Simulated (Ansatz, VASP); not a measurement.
## Two plane-wave programs on KBr

```xyz
2
Lattice="4.0482 0.0000 0.0000 0.0000 4.0482 0.0000 0.0000 0.0000 3.9608" Properties=species:S:1:pos:R:3 pbc="T T T"
K     0.0000    0.0000    0.0000
Br    2.0241    2.0241    1.9804
```

Change from the starting cell: epitaxial_xy strain +1.8%.

Alike in both runs: task single point; functional PBE; k mesh 6 × 6 × 6; occupations fermi-dirac, width 0.02 eV; no spin polarisation.

|  | VASP | Ansatz |
| --- | --- | --- |
| version | VASP 6.6.1 | Ansatz 0.2.0 |
| potentials or method | VASP PAW PBE potentials, release 64 (K_sv, Br) | plane waves, PAW |
| plane-wave cutoff (eV) | 520 | 420 |
| valence electrons in the cell | 16 | 16 |

```tsv
	VASP	Ansatz	Ansatz less VASP
gap on the k mesh at the Fermi level (eV)	3.84	3.84	+0.001
pressure (GPa)	0.3	0.2	-0.04
largest component of the traceless stress (GPa)	0.53	0.53	+0.002
```

A k mesh can miss the band edges.
